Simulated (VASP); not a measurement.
# Mg (P6_3/mmc) in VASP: notebook

Runs on Mg. Level: LDA. Tasks: single point, relaxation of cell and atoms.

All numbers are computed with VASP 6.6.1; they aren't measurements. Logs are shortened: lines on timing, memory, paths and dates and some standing lists are left out, and cuts for length are marked.

### Step 1. The crystal as given

The structure is hexagonal, space group P6_3/mmc (No. 194). The conventional cell has a = 3.147 Å, b = 3.147 Å, c = 5.039 Å, α = 90.00°, β = 90.00°, γ = 120.00°. Mg (site symmetry -6m2) has 12 Mg at 3.11 to 3.15 Å as nearest neighbours.

### Step 2. Single point, LDA

INCAR

```
SYSTEM = Mg
ALGO = Normal
EDIFF = 1E-7
ENCUT = 520
ISIF = 2
ISMEAR = 0
LASPH = .TRUE.
LCHARG = .TRUE.
LELF = .TRUE.
LREAL = .FALSE.
LVHAR = .TRUE.
LWAVE = .FALSE.
NBANDS = 9
NELM = 100
PREC = Accurate
SIGMA = 0.1
```

KPOINTS

```
k-points
0
G
  15 15 8
  0 0 0
```

POSCAR

```
Mg
1.0
    3.1466128697      0.0000000000      0.0000000000
   -1.5733064348      2.7250466810      0.0000000000
    0.0000000000      0.0000000000      5.0388886589
Mg
2
Direct
    0.3333333333      0.6666666667      0.2500000000
    0.6666666667      0.3333333333      0.7500000000
```

Potentials or basis: VASP PAW LDA potentials, release 64 (Mg).

Launch:

```
> cat potpaw_LDA.64/Mg/POTCAR > POTCAR
> mpirun -np 1 vasp_std > vasp.out
```

OUTCAR:

```text
SYSTEM = Mg
   EDIFF = 1E-7
   ENCUT = 520
   ISIF = 2
   ISMEAR = 0
   LASPH = .TRUE.
   LREAL = .FALSE.
   NELM = 100
   PREC = Accurate

 ion  position               nearest neighbor table
   1  0.333  0.667  0.250-   2 3.11   2 3.11   2 3.11   2 3.11   2 3.11   2 3.11
   2  0.667  0.333  0.750-   1 3.11   1 3.11   1 3.11   1 3.11   1 3.11   1 3.11

  LATTYP: Found a hexagonal cell.
 ALAT       =     3.1466128697
 C/A-ratio  =     1.6013691126

  Lattice vectors:

 A1 = (   3.1466128697,   0.0000000000,   0.0000000000)
 A2 = (  -1.5733064348,   2.7250466810,   0.0000000000)
 A3 = (   0.0000000000,   0.0000000000,   5.0388886589)

Analysis of symmetry for initial positions (statically):
=====================================================================
 Subroutine PRICEL returns:
 Original cell was already a primitive cell.

 Routine SETGRP: Setting up the symmetry group for a
 hexagonal supercell.

 Subroutine GETGRP returns: Found 24 space group operations
 (whereof 12 operations were pure point group operations)
 out of a pool of 24 trial point group operations.

The static configuration has the point symmetry D_3d.
 The point group associated with its full space group is D_6h.

Analysis of symmetry for dynamics (positions and initial velocities):
=====================================================================
 Subroutine PRICEL returns:
 Original cell was already a primitive cell.

 Routine SETGRP: Setting up the symmetry group for a
 hexagonal supercell.

 Subroutine GETGRP returns: Found 24 space group operations
 (whereof 12 operations were pure point group operations)
 out of a pool of 24 trial point group operations.

The dynamic configuration has the point symmetry D_3d.
 The point group associated with its full space group is D_6h.

 Subroutine INISYM returns: Found 24 space group operations
 (whereof 12 operations are pure point group operations),
 and found     1 'primitive' translations

----------------------------------------------------------------------------------------

                                     Primitive cell

  volume of cell :      43.2068

  direct lattice vectors                    reciprocal lattice vectors
     3.146612870  0.000000000  0.000000000     0.317802043  0.183483095  0.000000000
    -1.573306435  2.725046681  0.000000000     0.000000000  0.366966191  0.000000000
     0.000000000  0.000000000  5.038888659     0.000000000  0.000000000  0.198456459

  length of vectors
     3.146612870  3.146612870  5.038888659     0.366966191  0.366966191  0.198456459

  position of ions in fractional coordinates (direct lattice)
     0.333333333  0.666666667  0.250000000
     0.666666667  0.333333333  0.750000000

  ion indices of the primitive-cell ions
   primitive index   ion index
                 1           1
                 2           2

----------------------------------------------------------------------------------------

 KPOINTS: k-points

Automatic generation of k-mesh.
 Grid dimensions read from file:
 generate k-points for:   15   15    8

 Generating k-lattice:

  Cartesian coordinates                     Fractional coordinates (reciprocal lattice)
     0.021186803  0.012232206  0.000000000     0.066666667  0.000000000  0.000000000
     0.000000000  0.024464413  0.000000000     0.000000000  0.066666667  0.000000000
     0.000000000  0.000000000  0.024807057     0.000000000  0.000000000  0.125000000

  Length of vectors
     0.024464413  0.024464413  0.024807057

  Shift w.r.t. Gamma in fractional coordinates (k-lattice)
     0.000000000  0.000000000  0.000000000

 Subroutine IBZKPT returns following result:
 ===========================================

 Found    135 irreducible k-points:

 Following reciprocal coordinates:
            Coordinates               Weight
  0.000000  0.000000  0.000000      1.000000
  0.066667 -0.000000  0.000000      6.000000
  0.133333 -0.000000  0.000000      6.000000
  0.200000 -0.000000  0.000000      6.000000
  0.266667 -0.000000  0.000000      6.000000
  0.333333 -0.000000  0.000000      6.000000
[... 16 lines left out ...]
  0.333333  0.200000  0.000000     12.000000
  0.400000  0.200000  0.000000      6.000000
 [... further k-points ...]
   k-points           NKPTS =    135   k-points in BZ     NKDIM =    135   number of bands    NBANDS=      9
   number of dos      NEDOS =    301   number of ions     NIONS =      2
   total plane-waves  NPLWV =  23040
   dimension x,y,z NGX =    24 NGY =   24 NGZ =   40
   dimension x,y,z NGXF=    48 NGYF=   48 NGZF=   80
   ions per type =               2
   NGX,Y,Z   is equivalent  to a cutoff of  12.68, 12.68, 13.20 a.u.
   NGXF,Y,Z  is equivalent  to a cutoff of  25.36, 25.36, 26.39 a.u.
 SYSTEM =  Mg
   PREC   = accura    normal or accurate (medium, high low for compatibility)
   ISTART =      0    job   : 0-new  1-cont  2-samecut
   ICHARG =      2    charge: 1-file 2-atom 10-const
   ISPIN  =      1    spin polarized calculation?
   LNONCOLLINEAR =      F non collinear calculations
   LSORBIT =      F    spin-orbit coupling
   LASPH  =      T    aspherical Exc in radial PAW
   ENCUT  =  520.0 eV  38.22 Ry    6.18 a.u.   5.85  5.85  9.37*2*pi/ulx,y,z
   NELM   =    100;   NELMIN=  2; NELMDL= -5     # of ELM steps
   EDIFF  = 0.1E-06   stopping-criterion for ELM
   LREAL  =      F    real-space projection
   EDIFFG = 0.1E-05   stopping-criterion for IOM
   NSW    =      0    number of steps for IOM
   IBRION =     -1    ionic relax: 0-MD 1-quasi-New 2-CG
   NFREE  =      0    steps in history (QN), initial steepest desc. (CG)
   ISIF   =      2    stress and relaxation
   ISYM   =      2    0-nonsym 1-usesym 2-fastsym
   POTIM  = 0.5000    time-step for ionic-motion
   TEBEG  =    0.0;   TEEND  =   0.0 temperature during run
   PSTRESS=    0.0 pullay stress
   NELECT =       4.0000    total number of electrons
   NUPDOWN=      -1.0000    fix difference up-down
   EMIN   =  10.00;   EMAX   =-10.00  energy-range for DOS
   EFERMI =   0.00;   METHOD = LEGACY
   ISMEAR =     0;   SIGMA  =   0.10  broadening in eV -4-tet -1-fermi 0-gaus
   EFERMI_NEDOS =   21; number of points for ismear=-14 and -15
   IALGO  =     38    algorithm
   IMIX   =      4    mixing-type and parameters
     AMIX     =   0.40;   BMIX     =  1.00
     AMIX_MAG =   1.60;   BMIX_MAG =  1.00
  volume/ion in A,a.u.               =      21.60       145.79
  Fermi-wavevector in a.u.,A,eV,Ry     =   0.740589  1.399511  7.462423  0.548473
  Thomas-Fermi vector in A             =   1.835028
   LORBIT       =      0    0 simple, 1 ext, 2 COOP (PROOUT), +10 PAW based schemes
   GGA     = CA    functional components
   LHFCALC =     F    Hartree Fock is set to
   AEXX    =    0.0000 exact exchange contribution
   IVDW    =     0    specifies the selected vdW correction
   LEPSILON=     F    determine dielectric tensor
   LRPA    =     F    only Hartree local field effects (RPA)
 non-spin polarized calculation
 Gauss-broadening in eV      SIGMA  =   0.10
  energy-cutoff  :      520.00
  volume of cell :       43.21
 maximum number of plane-waves:      1194
 NGX is ok and might be reduce to    24
   NGX = 11   NGY = 11   NGZ = 19

 number of electron       4.0000000 magnetization

 Free energy of the ion-electron system (eV)
  ---------------------------------------------------
  ext. energy  EPLUGINS =         0.00000000
  ---------------------------------------------------
  free energy    TOTEN  =        -3.62290495 eV

  energy without entropy =       -3.61822059  energy(sigma->0) =       -3.62056277

 E-fermi :   2.7876     XC(G=0):  -8.8775

 val. band max:        2.7660945031   @ k =   0.3333   0.1333   0.1250
 cond. band min:       2.8003896659   @ k =   0.2667   0.2667   0.2500
 fundamental gap:      0.0342951627
 Fermi energy:         2.7875990632

 k-point     1 :       0.0000    0.0000    0.0000
  band No.  band energies     occupation
      1      -4.3924      2.00000
      2       1.1159      2.00000
      3       1.6505      2.00000
      4      13.8926      0.00000
      5      13.8926      0.00000
      6      14.0269      0.00000
      7      14.0269      0.00000
      8      15.0334      0.00000
      9      16.5853      0.00000

 k-point     2 :       0.0667   -0.0000    0.0000
  band No.  band energies     occupation
      1      -4.3023      2.00000
      2       1.1974      2.00000
      3       1.7378      2.00000
      4      12.1214      0.00000
      5      12.9177      0.00000
      6      13.7741      0.00000
      7      15.1289      0.00000
      8      15.8594      0.00000
      9      16.9205      0.00000

 k-point     3 :       0.1333   -0.0000    0.0000
  band No.  band energies     occupation
      1      -4.0323      2.00000
      2       1.4420      2.00000
      3       1.9975      2.00000
      4      10.0376      0.00000
      5      12.0247      0.00000
      6      12.8141      0.00000
      7      14.9298      0.00000
      8      15.6623      0.00000
      9      16.2700      0.00000

 k-point     4 :       0.2000   -0.0000    0.0000
  band No.  band energies     occupation
      1      -3.5841      2.00000
      2       1.8500      2.00000
      3       2.4208      2.00000
      4       8.0412      0.00000
      5      11.2809      0.00000
      6      11.7883      0.00000
      7      12.9418      0.00000
      8      14.3352      0.00000
      9      15.9569      0.00000

 k-point     5 :       0.2667   -0.0000    0.0000
  band No.  band energies     occupation
      1      -2.9604      2.00000
      2       2.4219      2.00000
      3       2.9790      0.00681
      4       6.2025      0.00000
      5      10.6871      0.00000
      6      10.7101      0.00000
      7      11.0698      0.00000
      8      13.1021      0.00000
      9      15.2863      0.00000

 k-point     6 :       0.3333   -0.0000    0.0000
  band No.  band energies     occupation
      1      -2.1649      2.00000
      2       3.1581      0.00000
      3       3.4452      0.00000
      4       4.7544      0.00000
      5       9.3456      0.00000
      6       9.5360      0.00000
      7      10.2427      0.00000
      8      12.1911      0.00000
      9      14.7757      0.00000
[... 169 lines left out ...]
 k-point    21 :       0.2000    0.2000    0.0000
  band No.  band energies     occupation
      1      -1.9891      2.00000
      2       3.3218      0.00000
      3       3.7400      0.00000
      4       5.5992      0.00000
      5       6.2447      0.00000
      6      10.4332      0.00000
      7      11.1234      0.00000
      8      11.3709      0.00000
      9      12.3349      0.00000

 k-point    22 :       0.2667    0.2000    0.0000
  band No.  band energies     occupation
      1      -1.1154      2.00000
      2       3.7043      0.00000
      3       4.1402      0.00000
      4       4.6950      0.00000
      5       5.9240      0.00000
      6       9.0488      0.00000
      7      10.1682      0.00000
      8      10.4444      0.00000
      9      11.6896      0.00000

 k-point    23 :       0.3333    0.2000    0.0000
  band No.  band energies     occupation
      1      -0.0795      2.00000
      2       2.4277      2.00000
      3       4.7075      0.00000
      4       5.1190      0.00000
      5       6.3184      0.00000
      6       7.6079      0.00000
      7       8.9362      0.00000
      8      10.1562      0.00000
      9      11.3993      0.00000

 k-point    24 :       0.4000    0.2000    0.0000
  band No.  band energies     occupation
      1       1.0981      2.00000
      2       1.1207      2.00000
      3       4.7038      0.00000
      4       6.0945      0.00000
      5       6.4728      0.00000
      6       6.7928      0.00000
      7       8.2313      0.00000
      8      10.0654      0.00000
      9      11.3090      0.00000

 [... further k-points ...]
[... 5 lines left out ...]
  --------------------------------------------------------------------------------------
  -------------------------------------------------------------------------------------
  Total       -0.0884660     -0.0884660     -0.0918717     -0.0000000      0.0000000      0.0000000
  in kB       -3.2804606     -3.2804606     -3.4067502     -0.0000000      0.0000000      0.0000000
  external PRESSURE =      -3.3225572 kB  Pullay stress =       0.0000000 kB

 VOLUME and BASIS-vectors are now :
 -----------------------------------------------------------------------------
  energy-cutoff  :      520.00
  volume of cell :       43.21
      direct lattice vectors                 reciprocal lattice vectors
     3.146612870  0.000000000  0.000000000     0.317802043  0.183483095  0.000000000
    -1.573306435  2.725046681  0.000000000     0.000000000  0.366966191  0.000000000
     0.000000000  0.000000000  5.038888659     0.000000000  0.000000000  0.198456459

 POSITION                                       TOTAL-FORCE (eV/Angst)
 -----------------------------------------------------------------------------------
     -0.00000      1.81670      1.25972        -0.000000      0.000000      0.000000
      1.57331      0.90835      3.77917         0.000000     -0.000000      0.000000
 -----------------------------------------------------------------------------------
    total drift:                                0.000000     -0.000000      0.000000

  FREE ENERGIE OF THE ION-ELECTRON SYSTEM (eV)
  ---------------------------------------------------
  free  energy   TOTEN  =        -3.6229049529 eV

  energy  without entropy=       -3.6182205855  energy(sigma->0) =       -3.62056277
```

Run time: 21 s. Hardware: 1 thread of Intel Xeon Platinum 8259CL at 2.50GHz (Skylake/Cascade Lake), shared host; peak memory 0.17 GiB.

What came out:

| Property | Result |
| --- | --- |
| Free energy | -3.6229 eV |
| Pressure | -0.3 GPa |
| Band gap on the k mesh | none (metal or under the smearing width) |

(Continued in part 2 of 2.)
